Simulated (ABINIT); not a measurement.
A run of ABINIT 10.8.3 (patched build) is set up as follows.

Contents of run.abi:

```
# Pseudopotentials
pp_dirpath "./"
pseudos "Pb.GGA_PBE-JTH.xml, Se.GGA_PBE-JTH.xml"

# Structure
acell 4.3284127397 4.3284127397 4.3284127397 Angstrom
rprim
     0.0000000000     0.7071067812     0.7071067812
     0.7071067812     0.0000000000     0.7071067812
     0.7071067812     0.7071067812     0.0000000000
ntypat 2
znucl 82 34
natom 2
typat 1 2
xred
     0.0000000000     0.0000000000     0.0000000000
     0.5000000000     0.5000000000     0.5000000000
chkprim 0
chksymtnons 0
tolsym 1.0e-6

# Plane-wave basis
ecut 22.0
pawecutdg 44.0
pawxcdev 0

# k points
kptopt 1
ngkpt 8 8 8
nshiftk 1
shiftk 0.0 0.0 0.0

# Exchange and correlation
ixc 11

# Bands and occupations
nband 14
occopt 3
tsmear 0.05 eV

# SCF cycle
nstep 100
tolvrs 1.0e-9

# Output
iomode 3
prtwf 0
prtden 0
prteig 0
prtebands 0

# Relaxation
ionmov 2
ntime 60
tolmxf 0.0001
optcell 2
dilatmx 1.08
ecutsm 0.5
strtarget 3*-3.398931e-04 3*0.0
```

Potentials or basis: JTH PAW PBE v2.0.

Launch:

```console
$ abinit run.abi > log 2>&1
```

Problem. Estimate the relaxed volume.

Solution. 25.75 Å³/atom.

Problem. What does it give for the relaxed cell?

Solution. a = 4.176 Å, b = 4.176 Å, c = 4.176 Å, α = 60.00°, β = 60.00°, γ = 60.00°.

Problem. Predict the space group after relaxing (to 0.05 Å).

Solution. Fm-3m (No. 225).

Final structure:
```yaml
crystal:
  lattice:
    - [0.00000, 2.95304, 2.95304]
    - [2.95304, 0.00000, 2.95304]
    - [2.95304, 2.95304, 0.00000]
  atoms:
    - { symbol: Pb, position: [0.00000, 0.00000, 0.00000] }
    - { symbol: Se, position: [0.50000, 0.50000, 0.50000] }
```
